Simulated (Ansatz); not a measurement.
Crystal: Au.

```
Au
1.0
     0.00000    2.03500    2.03500
     2.03500    0.00000    2.03500
     2.03500    2.03500    0.00000
Au
1
Direct
  0.00000 0.00000 0.00000
```

| Quantity | Value |
| --- | --- |
| Program | Ansatz 0.2.0 |
| Task | phonons |
| Functional | PBEsol |
| Potentials or basis | Ansatz PAW |
| Cutoff | 420 eV (not typed: the program's choice for these potentials) |
| k mesh | 10 × 10 × 10 |
| Occupations | fermi-dirac, width 0.05 eV |
| Spin | no spin polarisation |
| q mesh | 2 × 2 × 2 |
| Path | [["G", "X", "W", "K", "G", "L", "U", "W", "L", "K"], ["U", "X"]] |
| Points for each segment of the path | 8 |

Q: Is this structure dynamically stable at this level, and how far does the spectrum reach?

A: Yes, as far as this q mesh shows: no mode on the path is imaginary. The highest frequency is 158 cm⁻¹.

A q mesh this small can miss soft modes between its points.

Caveat: the q mesh is small, so phonon branches between its points and thermal values are rough.
